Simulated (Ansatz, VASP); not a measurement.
# Be in VASP and in Ansatz

```
Be
1.0
     2.29950    0.00000    0.00000
    -1.14975    1.99143    0.00000
     0.00000    0.00000    3.60090
Be
2
Direct
  0.33333 0.66667 0.16669
  0.66667 0.33333 0.75000
```

Alike in both runs: task single point; functional PBEsol; k mesh 24 × 24 × 14; occupations gaussian, width 0.15 eV; no spin polarisation.

|  | VASP | Ansatz |
| --- | --- | --- |
| version | VASP 6.6.1 | Ansatz 0.2.0 |
| potentials or method | VASP PAW PBE potentials, release 64 (Be) | scalar-relativistic, plane waves, PAW |
| plane-wave cutoff (eV) | 520 | 420 |
| valence electrons in the cell | 4 | 4 |

VASP gave:

```
gap on the k mesh at the Fermi level (eV)       : none
pressure (GPa)                                  : 1.9
largest component of the traceless stress (GPa) : 6.84
rms of the force components (eV/Å)              : 1.381
```

Q: What did Ansatz give for the same quantities?

A: gap on the k mesh at the Fermi level (eV): none; pressure (GPa): 1.6; largest component of the traceless stress (GPa): 6.82; rms of the force components (eV/Å): 1.362.

Atom by atom the forces differ by 0.019 eV/Å (rms over components). A gap of «none» marks a metal or a gap that the smearing closes.

Caveats: the PAW data sets were made with another functional, which shifts forces and pressure a little (VASP).
